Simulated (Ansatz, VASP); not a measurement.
Two plane-wave programs on BN

File INCAR:

```
ALGO = Normal
EDIFF = 1E-6
ENCUT = 520
GGA = PS
ISIF = 2
ISMEAR = 0
LASPH = T
LCHARG = T
LELF = T
LREAL = F
LVHAR = T
LWAVE = F
NBANDS = 26
NELM = 100
PREC = Accurate
SIGMA = 0.05
```

KPOINTS

```
k-points
0
Gamma
  10 10 10
```

POSCAR

```
BN
1.0
   -2.5043488586      0.0000000000      0.0000000000
   -0.0000000001      4.3376594630      0.0000000000
    1.2521744293     -2.1688297315     -7.0190965611
B N
4 4
Direct
    0.8750000000      0.2083333333      0.7500000000
    0.3750000000      0.7083333333      0.7500000000
    0.1250000000      0.7916666667      0.2500000000
    0.6250000000      0.2916666667      0.2500000000
    0.6250000000      0.9583333333      0.2500000000
    0.1250000000      0.4583333333      0.2500000000
    0.3750000000      0.0416666667      0.7500000000
    0.8750000000      0.5416666667      0.7500000000
```

Input for Ansatz:

```yaml
crystal:
  lattice:
    - [-2.5043488586, 0.0, 0.0]
    - [-1.0e-10, 4.337659463, 0.0]
    - [1.2521744293, -2.1688297315, -7.0190965611]
  atoms:
    - { symbol: B, position: [0.875, 0.2083333333, 0.75] }
    - { symbol: B, position: [0.375, 0.7083333333, 0.75] }
    - { symbol: B, position: [0.125, 0.7916666667, 0.25] }
    - { symbol: B, position: [0.625, 0.2916666667, 0.25] }
    - { symbol: "N", position: [0.625, 0.9583333333, 0.25] }
    - { symbol: "N", position: [0.125, 0.4583333333, 0.25] }
    - { symbol: "N", position: [0.375, 0.0416666667, 0.75] }
    - { symbol: "N", position: [0.875, 0.5416666667, 0.75] }
basis:
  ecutwfc: 420
kpoints:
  mp_grid: { grid: [10, 10, 10] }
hamiltonian:
  xc: pbesol
scf:
  occupations: { method: gaussian, width: 0.05 }
output:
  forces: true
  stress: true
  eigenvalues: true
  write_density: true
  write_potential: true
  elf: true
  volumetric_format: npy
```

Alike in both runs: task single point; functional PBEsol; k mesh 10 × 10 × 10; occupations gaussian, width 0.05 eV; no spin polarisation.

```csv
,VASP,Ansatz
version,VASP 6.6.1,Ansatz 0.2.0
potentials or method,"VASP PAW PBE potentials, release 64 (B, N)","scalar-relativistic, plane waves, PAW"
plane-wave cutoff (eV),520,420
valence electrons in the cell,32,32
```

|  | VASP | Ansatz | Ansatz less VASP |
| --- | --- | --- | --- |
| gap on the k mesh at the Fermi level (eV) | 4.24 | 4.25 | +0.010 |
| least direct gap on the mesh (eV) | 4.61 | 4.62 | +0.007 |
| pressure (GPa) | 0.3 | 0.0 | -0.28 |
| largest component of the traceless stress (GPa) | 0.39 | 0.02 | -0.366 |

Caveats: the PAW data sets were made with another functional, which shifts forces and pressure a little (VASP); this functional lacks dispersion, which binds the layers, so the pressure and a relaxed spacing across them are unreliable. A k mesh can miss the band edges.
